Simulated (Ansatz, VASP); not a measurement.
# P: VASP beside Ansatz

The input INCAR:

```
  PREC = Accurate
  ENCUT = 520
  EDIFF = 1E-7
  ISMEAR = 0
  SIGMA = 0.15
  LREAL = F
  LASPH = T
  NELM = 80
  ALGO = Normal
  ISIF = 2
  LWAVE = F
  LCHARG = F
  GGA = PS
  NBANDS = 8
```

File KPOINTS:

```
regular mesh
0
Gamma
  12 12 12
```

The input POSCAR:

```
P
1.0
    4.6028472260      0.0000000000      0.0000000000
    0.0000000000      4.6028472260      0.0000000000
    0.0000000000      0.0000000000      3.7728460292
P
1
Direct
    0.0000000000      0.0000000000      0.0000000000
```

Input for Ansatz:

```yaml
crystal:
  lattice:
    - [4.602847226, 0.0, 0.0]
    - [0.0, 4.602847226, 0.0]
    - [0.0, 0.0, 3.7728460292]
  atoms:
    - { symbol: P, position: [0.0, 0.0, 0.0] }
basis:
  ecutwfc: 420
kpoints:
  mp_grid: { grid: [12, 12, 12] }
hamiltonian:
  xc: pbesol
scf:
  occupations: { method: gaussian, width: 0.15 }
output:
  forces: true
  stress: true
  eigenvalues: true
```

Alike in both runs: task single point; functional PBEsol; k mesh 12 × 12 × 12; occupations gaussian, width 0.15 eV; no spin polarisation.

|  | VASP | Ansatz |
| --- | --- | --- |
| version | VASP 6.6.1 | Ansatz 0.2.0 |
| potentials or method | VASP PAW PBE potentials, release 64 (P) | scalar-relativistic, plane waves, PAW |
| plane-wave cutoff (eV) | 520 | 420 |
| valence electrons in the cell | 5 | 5 |

|  | VASP | Ansatz | Ansatz less VASP |
| --- | --- | --- | --- |
| gap on the k mesh at the Fermi level (eV) | none | none | - |
| pressure (GPa) | -3.9 | -3.9 | +0.01 |
| largest component of the traceless stress (GPa) | 2.63 | 2.63 | +0.001 |

A gap of «none» marks a metal or a gap that the smearing closes.

Caveats: the PAW data sets were made with another functional, which shifts forces and pressure a little (VASP).
